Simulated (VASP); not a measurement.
# CdS (F-43m) in VASP: further runs

The runs below take CdS through single point, relaxation of cell and atoms, with PBE.

All numbers are computed with VASP 6.6.1; they aren't measurements. Logs are shortened: lines on timing, memory, paths and dates and some standing lists are left out, and cuts for length are marked.

## 1. The crystal as given

It takes space group F-43m (No. 216, cubic). Conventional cell: a = 5.927 Å, b = 5.927 Å, c = 5.927 Å, α = 90.00°, β = 90.00°, γ = 90.00°. Cd (site symmetry -43m) has 4 S at 2.57 Å as nearest neighbours. S (site symmetry -43m) is surrounded by 4 Cd at 2.57 Å.

The cell was built by a generator and needn't be a form met in nature.

## 2. Single point, PBE

Contents of INCAR:

```
  PREC = Accurate
  ENCUT = 520
  EDIFF = 1E-6
  ISMEAR = 0
  SIGMA = 0.02
  LREAL = False
  LASPH = True
  NELM = 100
  ALGO = Fast
  ISIF = 2
  LWAVE = False
  LCHARG = False
  GGA = PE
  NBANDS = 16
```

Contents of KPOINTS:

```
regular mesh
0
Gamma
  8 8 8
```

Contents of POSCAR:

```
CdS
1.0
    0.0000000000      2.9634773788      2.9634773788
    2.9634773788      0.0000000000      2.9634773788
    2.9634773788      2.9634773788      0.0000000000
Cd S
1 1
Direct
    0.0000000000      0.0000000000      0.0000000000
    0.2500000000      0.2500000000      0.2500000000
```

Potentials or basis: VASP PAW PBE potentials, release 64 (Cd, S).

The run is started by

```console
$ cat potpaw_PBE.64/Cd/POTCAR potpaw_PBE.64/S/POTCAR > POTCAR
$ mpirun -np 1 vasp_std > vasp.out
```

OUTCAR:

```text
PREC = Accurate
   ENCUT = 520
   EDIFF = 1E-6
   ISMEAR = 0
   LREAL = False
   LASPH = True
   NELM = 100
   ISIF = 2
   GGA = PE

 ion  position               nearest neighbor table
   1  0.000  0.000  0.000-   2 2.57   2 2.57   2 2.57   2 2.57
   2  0.250  0.250  0.250-   1 2.57   1 2.57   1 2.57   1 2.57

  LATTYP: Found a face centered cubic cell.
 ALAT       =     5.9269547576

  Lattice vectors:

 A1 = (   0.0000000000,   2.9634773788,   2.9634773788)
 A2 = (   2.9634773788,   0.0000000000,   2.9634773788)
 A3 = (   2.9634773788,   2.9634773788,   0.0000000000)

Analysis of symmetry for initial positions (statically):
=====================================================================
 Subroutine PRICEL returns:
 Original cell was already a primitive cell.

 Routine SETGRP: Setting up the symmetry group for a
 face centered cubic supercell.

 Subroutine GETGRP returns: Found 24 space group operations
 (whereof 24 operations were pure point group operations)
 out of a pool of 48 trial point group operations.

The static configuration has the point symmetry T_d .

Analysis of symmetry for dynamics (positions and initial velocities):
=====================================================================
 Subroutine PRICEL returns:
 Original cell was already a primitive cell.

 Routine SETGRP: Setting up the symmetry group for a
 face centered cubic supercell.

 Subroutine GETGRP returns: Found 24 space group operations
 (whereof 24 operations were pure point group operations)
 out of a pool of 48 trial point group operations.

The dynamic configuration has the point symmetry T_d .

 Subroutine INISYM returns: Found 24 space group operations
 (whereof 24 operations are pure point group operations),
 and found     1 'primitive' translations

----------------------------------------------------------------------------------------

                                     Primitive cell

  volume of cell :      52.0517

  direct lattice vectors                    reciprocal lattice vectors
     0.000000000  2.963477379  2.963477379    -0.168720707  0.168720707  0.168720707
     2.963477379  0.000000000  2.963477379     0.168720707 -0.168720707  0.168720707
     2.963477379  2.963477379  0.000000000     0.168720707  0.168720707 -0.168720707

  length of vectors
     4.190989901  4.190989901  4.190989901     0.292232838  0.292232838  0.292232838

  position of ions in fractional coordinates (direct lattice)
     0.000000000  0.000000000  0.000000000
     0.250000000  0.250000000  0.250000000

  ion indices of the primitive-cell ions
   primitive index   ion index
                 1           1
                 2           2

----------------------------------------------------------------------------------------

 KPOINTS: regular mesh

Automatic generation of k-mesh.
 Grid dimensions read from file:
 generate k-points for:    8    8    8

 Generating k-lattice:

  Cartesian coordinates                     Fractional coordinates (reciprocal lattice)
    -0.021090088  0.021090088  0.021090088     0.125000000  0.000000000  0.000000000
     0.021090088 -0.021090088  0.021090088     0.000000000  0.125000000  0.000000000
     0.021090088  0.021090088 -0.021090088     0.000000000  0.000000000  0.125000000

  Length of vectors
     0.036529105  0.036529105  0.036529105

  Shift w.r.t. Gamma in fractional coordinates (k-lattice)
     0.000000000  0.000000000  0.000000000

 Subroutine IBZKPT returns following result:
 ===========================================

 Found     29 irreducible k-points:

 Following reciprocal coordinates:
            Coordinates               Weight
  0.000000  0.000000  0.000000      1.000000
  0.125000  0.000000  0.000000      8.000000
  0.250000  0.000000  0.000000      8.000000
  0.375000  0.000000  0.000000      8.000000
  0.500000  0.000000  0.000000      4.000000
  0.125000  0.125000  0.000000      6.000000
[... 16 lines left out ...]
  0.500000  0.250000  0.125000     48.000000
 -0.375000  0.250000  0.125000     24.000000
 [... further k-points ...]
   k-points           NKPTS =     29   k-points in BZ     NKDIM =     29   number of bands    NBANDS=     16
   number of dos      NEDOS =    301   number of ions     NIONS =      2
   total plane-waves  NPLWV =  32768
   dimension x,y,z NGX =    32 NGY =   32 NGZ =   32
   dimension x,y,z NGXF=    64 NGYF=   64 NGZF=   64
   ions per type =               1   1
   NGX,Y,Z   is equivalent  to a cutoff of  12.69, 12.69, 12.69 a.u.
   NGXF,Y,Z  is equivalent  to a cutoff of  25.39, 25.39, 25.39 a.u.
 SYSTEM =  unknown system
   PREC   = accura    normal or accurate (medium, high low for compatibility)
   ISTART =      0    job   : 0-new  1-cont  2-samecut
   ICHARG =      2    charge: 1-file 2-atom 10-const
   ISPIN  =      1    spin polarized calculation?
   LNONCOLLINEAR =      F non collinear calculations
   LSORBIT =      F    spin-orbit coupling
   LASPH  =      T    aspherical Exc in radial PAW
   ENCUT  =  520.0 eV  38.22 Ry    6.18 a.u.   7.79  7.79  7.79*2*pi/ulx,y,z
   NELM   =    100;   NELMIN=  2; NELMDL= -5     # of ELM steps
   EDIFF  = 0.1E-05   stopping-criterion for ELM
   LREAL  =      F    real-space projection
   EDIFFG = 0.1E-04   stopping-criterion for IOM
   NSW    =      0    number of steps for IOM
   IBRION =     -1    ionic relax: 0-MD 1-quasi-New 2-CG
   NFREE  =      0    steps in history (QN), initial steepest desc. (CG)
   ISIF   =      2    stress and relaxation
   ISYM   =      2    0-nonsym 1-usesym 2-fastsym
   POTIM  = 0.5000    time-step for ionic-motion
   TEBEG  =    0.0;   TEEND  =   0.0 temperature during run
   PSTRESS=    0.0 pullay stress
   NELECT =      18.0000    total number of electrons
   NUPDOWN=      -1.0000    fix difference up-down
   EMIN   =  10.00;   EMAX   =-10.00  energy-range for DOS
   EFERMI =   0.00;   METHOD = LEGACY
   ISMEAR =     0;   SIGMA  =   0.02  broadening in eV -4-tet -1-fermi 0-gaus
   EFERMI_NEDOS =   21; number of points for ismear=-14 and -15
   IALGO  =     68    algorithm
   IMIX   =      4    mixing-type and parameters
     AMIX     =   0.40;   BMIX     =  1.00
     AMIX_MAG =   1.60;   BMIX_MAG =  1.00
  volume/ion in A,a.u.               =      26.03       175.63
  Fermi-wavevector in a.u.,A,eV,Ry     =   1.149090  2.171465 17.965240  1.320408
  Thomas-Fermi vector in A             =   2.285762
   LORBIT       =      0    0 simple, 1 ext, 2 COOP (PROOUT), +10 PAW based schemes
   GGA     = PE    functional components
   LHFCALC =     F    Hartree Fock is set to
   AEXX    =    0.0000 exact exchange contribution
   IVDW    =     0    specifies the selected vdW correction
   LEPSILON=     F    determine dielectric tensor
   LRPA    =     F    only Hartree local field effects (RPA)
 non-spin polarized calculation
 RMM-DIIS sequential band-by-band and
 Gauss-broadening in eV      SIGMA  =   0.02
  energy-cutoff  :      520.00
  volume of cell :       52.05
 maximum number of plane-waves:      1424
   NGX = 15   NGY = 15   NGZ = 15

 number of electron      18.0000001 magnetization

 Free energy of the ion-electron system (eV)
  ---------------------------------------------------
  ext. energy  EPLUGINS =         0.00000000
  ---------------------------------------------------
  free energy    TOTEN  =        -6.14719714 eV

  energy without entropy =       -6.14719714  energy(sigma->0) =       -6.14719714

 E-fermi :   1.0598     XC(G=0):  -8.9269

 val. band max:        0.9160150286   @ k =   0.0000   0.0000   0.0000
 cond. band min:       1.9592711210   @ k =   0.0000   0.0000   0.0000
 fundamental gap:      1.0432560924
 Fermi energy:         1.0598119194

 k-point     1 :       0.0000    0.0000    0.0000
  band No.  band energies     occupation
      1     -11.1714      2.00000
      2      -6.6516      2.00000
      3      -6.6516      2.00000
      4      -6.6516      2.00000
      5      -6.2346      2.00000
      6      -6.2346      2.00000
[... 8 lines left out ...]
     15      12.3213      0.00000
     16      12.3213      0.00000

 k-point     2 :       0.1250    0.0000    0.0000
  band No.  band energies     occupation
      1     -11.1156      2.00000
      2      -6.6318      2.00000
      3      -6.6318      2.00000
      4      -6.6000      2.00000
      5      -6.2354      2.00000
      6      -6.2354      2.00000
[... 8 lines left out ...]
     15      11.7430      0.00000
     16      12.7113      0.00000

 k-point     3 :       0.2500    0.0000    0.0000
  band No.  band energies     occupation
      1     -10.9803      2.00000
      2      -6.5890      2.00000
      3      -6.5890      2.00000
      4      -6.4206      2.00000
      5      -6.2306      2.00000
      6      -6.2306      2.00000
[... 8 lines left out ...]
     15      11.5105      0.00000
     16      12.1286      0.00000

 k-point     4 :       0.3750    0.0000    0.0000
  band No.  band energies     occupation
      1     -10.8452      2.00000
      2      -6.5560      2.00000
      3      -6.5560      2.00000
      4      -6.2133      2.00000
      5      -6.2133      2.00000
      6      -6.1076      2.00000
[... 8 lines left out ...]
     15      12.3285      0.00000
     16      12.3285      0.00000

 k-point     5 :       0.5000    0.0000    0.0000
  band No.  band energies     occupation
      1     -10.7896      2.00000
      2      -6.5458      2.00000
      3      -6.5458      2.00000
      4      -6.2017      2.00000
      5      -6.2017      2.00000
      6      -5.8953      2.00000
[... 8 lines left out ...]
     15      13.3551      0.00000
     16      13.3551      0.00000

 k-point     6 :       0.1250    0.1250    0.0000
  band No.  band energies     occupation
      1     -11.0971      2.00000
      2      -6.6127      2.00000
      3      -6.6127      2.00000
      4      -6.6079      2.00000
      5      -6.2482      2.00000
      6      -6.2236      2.00000
[... 8 lines left out ...]
     15      12.4275      0.00000
     16      13.2750      0.00000

 k-point     7 :       0.2500    0.1250    0.0000
  band No.  band energies     occupation
      1     -10.9887      2.00000
      2      -6.5850      2.00000
      3      -6.5667      2.00000
      4      -6.4789      2.00000
      5      -6.2499      2.00000
      6      -6.2128      2.00000
[... 8 lines left out ...]
     15      12.3103      0.00000
     16      13.4696      0.00000

 k-point     8 :       0.3750    0.1250    0.0000
  band No.  band energies     occupation
      1     -10.8541      2.00000
      2      -6.5517      2.00000
      3      -6.5283      2.00000
      4      -6.2923      2.00000
      5      -6.2000      2.00000
      6      -6.1460      2.00000
[... 8 lines left out ...]
     15      12.8113      0.00000
     16      12.9485      0.00000

 k-point     9 :       0.5000    0.1250    0.0000
  band No.  band energies     occupation
      1     -10.7730      2.00000
      2      -6.5347      2.00000
      3      -6.5161      2.00000
      4      -6.2360      2.00000
      5      -6.1988      2.00000
      6      -5.8839      2.00000
[... 8 lines left out ...]
     15      13.1681      0.00000
     16      13.3865      0.00000
[... 172 lines left out ...]
 k-point    19 :       0.5000    0.3750    0.0000
  band No.  band energies     occupation
      1     -10.6895      2.00000
      2      -6.4538      2.00000
      3      -6.3742      2.00000
      4      -6.3551      2.00000
      5      -6.1709      2.00000
      6      -5.8417      2.00000
[... 8 lines left out ...]
     15      13.5173      0.00000
     16      14.3863      0.00000

 k-point    20 :      -0.3750    0.3750    0.0000
  band No.  band energies     occupation
      1     -10.6827      2.00000
      2      -6.4736      2.00000
      3      -6.3963      2.00000
      4      -6.3102      2.00000
      5      -6.1954      2.00000
      6      -5.7235      2.00000
[... 8 lines left out ...]
     15      12.8260      0.00000
     16      14.9431      0.00000

 k-point    21 :       0.5000    0.5000    0.0000
  band No.  band energies     occupation
      1     -10.6716      2.00000
      2      -6.4530      2.00000
      3      -6.3478      2.00000
      4      -6.3478      2.00000
      5      -6.1592      2.00000
      6      -5.8344      2.00000
[... 8 lines left out ...]
     15      13.2619      0.00000
     16      14.2899      0.00000

 k-point    22 :       0.3750    0.2500    0.1250
  band No.  band energies     occupation
      1     -10.8810      2.00000
      2      -6.5421      2.00000
      3      -6.5198      2.00000
      4      -6.3642      2.00000
      5      -6.2245      2.00000
      6      -6.1782      2.00000
[... 8 lines left out ...]
     15      12.8207      0.00000
     16      14.6167      0.00000

 k-point    23 :       0.5000    0.2500    0.1250
  band No.  band energies     occupation
      1     -10.7748      2.00000
      2      -6.5109      2.00000
      3      -6.4886      2.00000
      4      -6.2874      2.00000
      5      -6.2048      2.00000
      6      -5.9635      2.00000
[... 8 lines left out ...]
     15      13.5271      0.00000
     16      13.8884      0.00000

 k-point    24 :      -0.3750    0.2500    0.1250
  band No.  band energies     occupation
      1     -10.7314      2.00000
      2      -6.5065      2.00000
      3      -6.4741      2.00000
      4      -6.2550      2.00000
      5      -6.2108      2.00000
      6      -5.7950      2.00000
[... 8 lines left out ...]
     15      13.0858      0.00000
     16      13.9289      0.00000

 [... further k-points ...]
[... 5 lines left out ...]
  --------------------------------------------------------------------------------------
  -------------------------------------------------------------------------------------
  Total        0.0927999      0.0927999      0.0927999      0.0000000      0.0000000      0.0000000
  in kB        2.8564268      2.8564268      2.8564268      0.0000000      0.0000000      0.0000000
  external PRESSURE =       2.8564268 kB  Pullay stress =       0.0000000 kB

 VOLUME and BASIS-vectors are now :
 -----------------------------------------------------------------------------
  energy-cutoff  :      520.00
  volume of cell :       52.05
      direct lattice vectors                 reciprocal lattice vectors
     0.000000000  2.963477379  2.963477379    -0.168720707  0.168720707  0.168720707
     2.963477379  0.000000000  2.963477379     0.168720707 -0.168720707  0.168720707
     2.963477379  2.963477379  0.000000000     0.168720707  0.168720707 -0.168720707

 POSITION                                       TOTAL-FORCE (eV/Angst)
 -----------------------------------------------------------------------------------
      0.00000      0.00000      0.00000        -0.000000     -0.000000     -0.000000
      1.48174      1.48174      1.48174         0.000000      0.000000      0.000000
 -----------------------------------------------------------------------------------
    total drift:                               -0.000000     -0.000000     -0.000000

  FREE ENERGIE OF THE ION-ELECTRON SYSTEM (eV)
  ---------------------------------------------------
  free  energy   TOTEN  =        -6.1471971428 eV

  energy  without entropy=       -6.1471971428  energy(sigma->0) =       -6.14719714
```

Wall time 12 s (1 thread of Intel Xeon Platinum 8559C (Emerald Rapids), shared host); peak memory 0.18 GiB.

What came out:

- Free energy: -6.1472 eV
- Pressure: 0.3 GPa
- Band gap on the k mesh: 1.04 eV, direct

## 3. Relaxation of cell and atoms, PBE

This run uses another cell than the first one, of 24.90 Å³/atom, 0.957 times its volume.

Contents of INCAR:

```
ALGO = Normal ; EDIFF = 1E-6
EDIFFG = -0.002 ; ENCUT = 600
GGA = PE ; IBRION = 2
ISIF = 3 ; ISMEAR = 0
LASPH = True ; LCHARG = False
LREAL = False ; LWAVE = False
NELM = 100 ; NSW = 100
PREC = Accurate ; SIGMA = 0.02
```

Contents of KPOINTS:

```
k-points
0
Gamma
  8 8 8
```

Contents of POSCAR:

```
CdS
1.0
    0.0000000000      2.9200000000      2.9200000000
    2.9200000000      0.0000000000      2.9200000000
    2.9200000000      2.9200000000      0.0000000000
Cd S
1 1
Direct
    0.0000000000      0.0000000000      0.0000000000
    0.2500000000      0.2500000000      0.2500000000
```

Potentials or basis: VASP PAW PBE potentials, release 64 (Cd, S).

The run is started by

```console
$ cat potpaw_PBE.64/Cd/POTCAR potpaw_PBE.64/S/POTCAR > POTCAR
$ mpirun -np 1 vasp_std > vasp.out
```

It took 44 s on 1 thread of Intel Xeon Platinum 8559C (Emerald Rapids), shared host; peak memory 0.22 GiB.

The run converged. Its results:

```yaml
Free_energy: -6.1465 eV
Relaxed_volume: 26.14 Å³/atom
Relaxed_cell: a = 4.197 Å, b = 4.197 Å, c = 4.197 Å, α = 60.00°, β = 60.00°, γ = 60.00°
Space_group_after_relaxing_to_0.05_Å: F-43m (No. 216)
Energy_gained_by_relaxing: 10.9 meV/atom
Ionic_steps: 5
Pressure_after_relaxing: 0.0 GPa
Band_gap_on_the_k_mesh: 1.03 eV, direct
```

Step by step:
```csv
step,energy change (eV),largest force (eV/Å),pressure (GPa),volume (Å³)
1,0.0000,0.0000,2.94,49.79
2,-0.0196,0.0000,-0.83,53.15
3,-0.0219,0.0000,0.03,52.29
4,-0.0219,0.0000,-0.05,52.34
5,-0.0219,0.0000,-0.01,52.28
```

Final structure:
```xyz
2
Lattice="0.0000 2.9679 2.9679 2.9679 0.0000 2.9679 2.9679 2.9679 0.0000" Properties=species:S:1:pos:R:3 pbc="T T T"
Cd    0.0000    0.0000    0.0000
S     1.4839    1.4839    1.4839
```

Levels at points of the mesh, in eV from the valence-band top:
| k point | band 6 | band 7 | band 8 | band 9 | band 10 | band 11 | band 12 | band 13 |
| --- | --- | --- | --- | --- | --- | --- | --- | --- |
| (0.00, 0.00, 0.00) | -7.14 | 0.00 | 0.00 | 0.00 | 1.03 | 6.55 | 6.55 | 6.55 |
| (0.50, 0.00, 0.00) | -6.81 | -4.09 | -0.68 | -0.68 | 2.93 | 7.00 | 7.00 | 7.32 |
| (0.50, 0.50, 0.00) | -6.75 | -3.73 | -1.70 | -1.70 | 3.64 | 4.28 | 9.02 | 10.47 |

[end of part 1 of 2]
